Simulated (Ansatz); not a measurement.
A relaxed cell of Ti is given with its symmetry left out. The cell was relaxed from a distorted copy of a database structure.

The calculation used DFT PBE, scalar-relativistic, plane waves, PAW (Ansatz 0.2.0). Cutoff 420 eV, Γ-centred mesh, Gaussian smearing, no spin polarisation.

```yaml
crystal:
  lattice:
    - [0.00000, 2.05602, 2.05602]
    - [2.05602, 0.00000, 2.05602]
    - [2.05602, 2.05602, 0.00000]
  atoms:
    - { symbol: Ti, position: [0.50000, 0.50000, 0.50000] }
```

Energies count from the standard state of Ti at the same level.

Q: Find its symmetry and describe it.

A: Fm-3m (No. 225), the fcc type. Conventional cell: a = 4.112 Å. Around Ti lie 12 Ti at 2.91 Å.

Q: How far does it lie from the standard state of Ti?

A: +0.06 eV/atom. It lies above the standard state, so it could only be metastable.

Q: Is it a metal?

A: Yes, bands cross the Fermi level on the 26×26×26 mesh.

The last run used a 26×26×26 mesh for its 1-atom cell and Gaussian smearing of 0.10 eV. A later test with randomly moved atoms came back to the same energy, though modes that don't fit the test's cell weren't probed.
